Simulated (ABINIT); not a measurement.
# TiTe2 (P-3m1) in ABINIT: notebook

One crystal, TiTe2, is run at these levels: PBE; tasks: band structure.

Everything below comes from runs of ABINIT 10.8.3 (patched build). Logs are shortened: lines on timing, memory, paths and dates and some standing lists are left out, and cuts for length are marked. The log counts tension as positive stress, the text compression.

### Step 1. The structure

Symmetry: P-3m1, No. 164, trigonal system. The conventional cell has a = 3.777 Å, b = 3.777 Å, c = 6.498 Å, α = 90.00°, β = 90.00°, γ = 120.00°. Te (site symmetry 3m) has 3 Ti at 2.77 Å as nearest neighbours. Around Ti (site symmetry -3m) lie 6 Te at 2.77 Å.

### Step 2. Band structure, PBE

Input file run.abi:

```
ndtset 2

pp_dirpath "./"
pseudos "Te.GGA_PBE-JTH.xml, Ti.GGA_PBE-JTH.xml"

acell 3*1.0
rprim
     7.1374955727     0.0000000000     0.0000000000
    -3.5687477864     6.1812524854     0.0000000000
     0.0000000000     0.0000000000    12.2794403578
ntypat 2
znucl 52 22
natom 3
typat 1 1 2
xred
     0.3333333333     0.6666666667     0.7372000000
     0.6666666667     0.3333333333     0.2628000000
     0.0000000000     0.0000000000     0.0000000000

ecut 15.0
pawecutdg 30.0
pawxcdev 0

ixc 11

occopt 3
tsmear 0.05 eV

nstep 100

iomode 3
prtwf 0
prteig 0
prtebands 0
enunit 1
prtden1 1
prtvha1 1
prtvclmb1 1
prtpot1 1

kptopt1 1
ngkpt1 8 8 4
nshiftk1 1
shiftk1 0.0 0.0 0.0
nband1 16
tolvrs1 1.0e-9

iscf2 -2
getden2 1
nband2 22
nbdbuf2 4
tolwfr2 1.0e-11
kptopt2 -7
ndivsm2 8
prteig2 1
kptbounds2
     0.0000000000     0.0000000000     0.0000000000
     0.5000000000     0.0000000000     0.0000000000
     0.3333333333     0.3333333333     0.0000000000
     0.0000000000     0.0000000000     0.0000000000
     0.0000000000     0.0000000000     0.5000000000
     0.5000000000     0.0000000000     0.5000000000
     0.3333333333     0.3333333333     0.5000000000
     0.0000000000     0.0000000000     0.5000000000
```

Potentials or basis: JTH PAW PBE v2.0.

Command:

```bash
> abinit run.abi > log 2>&1
```

run.abo:

```text
.Version 10.8.3 of ABINIT
 DATASET    1 : space group P-3 m 1 (#164); Bravais hP (primitive hexag.)
================================================================================
 Values of the parameters that define the memory need for DATASET  1.
     intxc =       0    ionmov =       0      iscf =      17    lmnmax =      18
     lnmax =       6     mgfft =      45  mpssoang =       3    mqgrid =    3028
     natom =       3  nloc_mem =       2    nspden =       1   nspinor =       1
    nsppol =       1      nsym =      12    n1xccc =       1    ntypat =       2
    occopt =       3   xclevel =       2
       mpw =        1515          nfft =       32805          nkpt =          35
 PAW method is used; the additional fine FFT grid is defined by:
   mgfftf=        64    nfftf =     82944
================================================================================
================================================================================

 DATASET    2 : space group P-3 m 1 (#164); Bravais hP (primitive hexag.)
================================================================================
 Values of the parameters that define the memory need for DATASET  2.
     intxc =       0    ionmov =       0      iscf =      -2    lmnmax =      18
     lnmax =       6     mgfft =      45  mpssoang =       3    mqgrid =    3028
     natom =       3  nloc_mem =       2    nspden =       1   nspinor =       1
    nsppol =       1      nsym =      12    n1xccc =       1    ntypat =       2
    occopt =       3   xclevel =       2
       mpw =        1527          nfft =       32805          nkpt =          95
 PAW method is used; the additional fine FFT grid is defined by:
   mgfftf=        64    nfftf =     82944
================================================================================
================================================================================

--------------------------------------------------------------------------------
------------- Echo of variables that govern the present computation ------------
--------------------------------------------------------------------------------
 -outvars: echo values of preprocessed input variables --------
            acell      1.0000000000E+00  1.0000000000E+00  1.0000000000E+00 Bohr
              amu      1.27600000E+02  4.78800000E+01
             ecut      1.50000000E+01 Hartree
           enunit           1
           getden1          0
           getden2          1
             iscf1         17
             iscf2         -2
                       outvar_i_n : Printing only first  50 k-points.
              ixc          11
           jdtset        1    2
                       outvar_i_n : Printing only first  50 k-points.
           kptopt1          1
           kptopt2         -7
[... 1099 lines left out ...]

 ----iterations are completed or convergence reached----

 Mean square residual over all n,k,spin=   49.040E-13; max=  99.965E-13
 reduced coordinates (array xred) for    3 atoms
       0.333333333333      0.666666666667      0.737200000000
       0.666666666667      0.333333333333      0.262800000000
       0.000000000000      0.000000000000      0.000000000000

 cartesian coordinates (angstrom) at end:
    1     -0.00000000001764     2.18065196526143     4.79032559674306
    2      1.88849999870695     1.09032598263071     1.70767439883896
    3      0.00000000000000     0.00000000000000     0.00000000000000
 length scales=  1.000000000000  1.000000000000  1.000000000000 bohr
              =  0.529177210544  0.529177210544  0.529177210544 angstroms
 Eigenvalues (   eV  ) for nkpt=  95  k points:
 kpt#   1, nband= 22, wtk=  1.00000, kpt=  0.0000  0.0000  0.0000 (reduced coord)
 -61.80135  -38.05758  -38.05758  -38.02058  -16.73373  -15.23074   -9.55076   -5.99653
  -5.99653   -3.95429   -3.90834   -3.90834   -3.75377   -3.25690   -3.25690   -1.26924
  -1.26924    0.84057    1.60763    3.64873    3.64873    4.88410
 kpt#   2, nband= 22, wtk=  1.00000, kpt=  0.0313  0.0000  0.0000 (reduced coord)
 -61.80133  -38.05798  -38.05768  -38.02050  -16.72284  -15.22506   -9.53749   -6.02645
  -5.99490   -3.99890   -3.95285   -3.94002   -3.75714   -3.26876   -3.22839   -1.31763
  -1.27379    0.94107    1.67200    3.59830    3.69316    4.90505
 kpt#   3, nband= 22, wtk=  1.00000, kpt=  0.0625  0.0000  0.0000 (reduced coord)
 -61.80125  -38.05917  -38.05796  -38.02025  -16.69028  -15.20820   -9.49779   -6.11259
  -5.99021   -4.20996   -4.06476   -3.95414   -3.77712   -3.28817   -3.16477   -1.42713
  -1.28470    1.19707    1.85053    3.47269    3.82239    4.96817
 kpt#   4, nband= 22, wtk=  1.00000, kpt=  0.0938  0.0000  0.0000 (reduced coord)
 -61.80111  -38.06110  -38.05841  -38.01985  -16.63644  -15.18063   -9.43201   -6.24617
  -5.98311   -4.54480   -4.21076   -3.96966   -3.83490   -3.29502   -3.09949   -1.53337
  -1.29505    1.51266    2.10438    3.33587    4.02415    5.09686
 kpt#   5, nband= 22, wtk=  1.00000, kpt=  0.1250  0.0000  0.0000 (reduced coord)
[... 349 lines left out ...]
  -5.92855   -5.83136   -4.68789   -4.40052   -3.71478   -3.22510   -2.79435   -1.43318
  -1.07075    1.94681    2.89158    3.44127    3.65939    4.11937
 kpt#  93, nband= 22, wtk=  1.00000, kpt=  0.0370  0.0370  0.5000 (reduced coord)
 -61.80124  -38.05925  -38.05798  -38.02025  -16.17788  -15.96175   -7.59423   -7.06606
  -5.92744   -5.88029   -4.31671   -4.18930   -3.70004   -3.35866   -2.95473   -1.14909
  -0.93493    1.65117    2.86623    3.39037    3.70648    4.20719
 kpt#  94, nband= 22, wtk=  1.00000, kpt=  0.0185  0.0185  0.5000 (reduced coord)
 -61.80133  -38.05801  -38.05768  -38.02052  -16.21060  -15.98641   -7.62327   -6.99433
  -5.92976   -5.91711   -4.02599   -4.01010   -3.64927   -3.49270   -3.14582   -0.91816
  -0.85231    1.41606    2.75860    3.47373    3.57503    4.60181
 kpt#  95, nband= 22, wtk=  1.00000, kpt=  0.0000  0.0000  0.5000 (reduced coord)
 -61.80135  -38.05758  -38.05758  -38.02061  -16.22157  -15.99467   -7.63316   -6.96883
  -5.93096   -5.93096   -3.92171   -3.92171   -3.56621   -3.56621   -3.28027   -0.82476
  -0.82476    1.32136    2.70988    3.52252    3.52252    5.09491

== END DATASET(S) ==============================================================
================================================================================

 -outvars: echo values of variables after computation  --------
            acell      1.0000000000E+00  1.0000000000E+00  1.0000000000E+00 Bohr
           etotal1    -7.5369166050E+01
            fcart1    -5.6588025780E-29  1.7061580668E-28 -6.1748061346E-04
                       1.1317605156E-28 -1.4520494185E-28  6.1748061346E-04
                      -5.6588025780E-29 -2.5410864825E-29 -0.0000000000E+00
            rprim      7.1374955727E+00  0.0000000000E+00  0.0000000000E+00
                      -3.5687477864E+00  6.1812524854E+00  0.0000000000E+00
                       0.0000000000E+00  0.0000000000E+00  1.2279440358E+01
           strten1    -3.1053195503E-05 -3.1053195781E-05 -4.8067529824E-05
                       0.0000000000E+00  0.0000000000E+00  1.6235002291E-13
           xangst     -1.7639703369E-11  2.1806519653E+00  4.7903255967E+00
                       1.8884999987E+00  1.0903259826E+00  1.7076743988E+00
                       0.0000000000E+00  0.0000000000E+00  0.0000000000E+00
             xred      3.3333333333E-01  6.6666666667E-01  7.3720000000E-01
                       6.6666666667E-01  3.3333333333E-01  2.6280000000E-01
                       0.0000000000E+00  0.0000000000E+00  0.0000000000E+00
 Calculation completed.
```

It took 88 s on 1 thread of Arm Neoverse V2, shared host; peak memory 0.15 GiB.

Results:

* Free energy: -2050.8995 eV
* Pressure: 1.1 GPa
* Largest force: 0.032 eV/Å
* Band gap on the k mesh: none (metal or under the smearing width)
* Valence electrons inside the program's atomic spheres: Te 3.15; Ti 10.09

Forces in eV/Å, atoms in the order of the input:
```
Te   0.000  0.000 -0.032
Te   0.000  0.000  0.032
Ti   0.000  0.000  0.000
```

Stress tensor (GPa, compression positive):
```
0.91 0.00 0.00
0.00 0.91 0.00
0.00 0.00 1.41
```

Levels at the corners of the path, in eV from the Fermi level:
```csv
point,band 10,band 11,band 12,band 13,band 14,band 15
Γ,0.37,0.41,0.41,0.57,1.07,1.07
M,-2.41,-1.75,-1.12,0.03,1.17,1.50
K,-2.36,-2.34,-2.34,1.00,1.44,1.44
Γ,0.37,0.41,0.41,0.57,1.07,1.07
A,-1.61,0.40,0.40,0.76,0.76,1.04
L,-2.02,-0.98,-0.60,-0.26,1.17,1.48
H,-3.22,-1.71,-1.71,1.01,1.01,1.01
A,-1.61,0.40,0.40,0.76,0.76,1.04
```

Caveat: spin-orbit coupling is left out, which moves the levels of the heavy elements; this functional lacks dispersion, which binds the layers, so the pressure and a relaxed spacing across them are unreliable.

### Step 3. Band structure, PBE, spin-orbit coupling, no magnetisation

Edit run.abi of step 2 so:

```diff
@@ -28,2 +28,6 @@
 
+nspinor 2
+nspden 1
+pawspnorb 1
+
 nstep 100
@@ -40,3 +44,3 @@
 
-kptopt1 1
+kptopt1 4
 ngkpt1 8 8 4
@@ -44,3 +48,3 @@
 shiftk1 0.0 0.0 0.0
-nband1 16
+nband1 32
 tolvrs1 1.0e-9
@@ -49,4 +53,4 @@
 getden2 1
-nband2 22
-nbdbuf2 4
+nband2 44
+nbdbuf2 8
 tolwfr2 1.0e-11
```

Potentials or basis: JTH PAW PBE v2.0.

Command:

```bash
> abinit run.abi > log 2>&1
```

It took 7.8 min on 1 thread of Arm Neoverse V2, shared host; peak memory 0.29 GiB.

Results (log left out):

| Quantity | Value |
| --- | --- |
| Free energy | -2051.1358 eV |
| Pressure | 1.2 GPa |
| Largest force | 0.044 eV/Å |
| Band gap on the k mesh | none (metal or under the smearing width) |
| Valence electrons inside the program's atomic spheres | Te 3.15; Ti 10.09 |

Forces on the atoms (eV/Å):
```
Te   0.000  0.000 -0.044
Te   0.000  0.000  0.044
Ti   0.000  0.000  0.000
```

Stress tensor (GPa, compression positive):
```
0.97 0.00 0.00
0.00 0.97 0.00
0.00 0.00 1.60
```

Levels at the corners of the path, in eV from the Fermi level:
```tsv
point	band 21	band 22	band 23	band 24	band 25	band 26	band 27	band 28
Γ	0.35	0.35	0.41	0.41	0.41	0.41	1.13	1.13
M	-1.73	-1.73	-1.10	-1.10	0.02	0.02	1.16	1.16
K	-2.32	-2.32	-2.18	-2.18	0.99	0.99	1.40	1.40
Γ	0.35	0.35	0.41	0.41	0.41	0.41	1.13	1.13
A	0.39	0.39	0.40	0.40	0.42	0.42	1.03	1.03
L	-1.13	-1.13	-0.47	-0.47	-0.26	-0.26	1.16	1.16
H	-1.74	-1.74	-1.66	-1.66	0.97	0.97	0.99	0.99
A	0.39	0.39	0.40	0.40	0.42	0.42	1.03	1.03
```

Caveat: this functional lacks dispersion, which binds the layers, so the pressure and a relaxed spacing across them are unreliable.
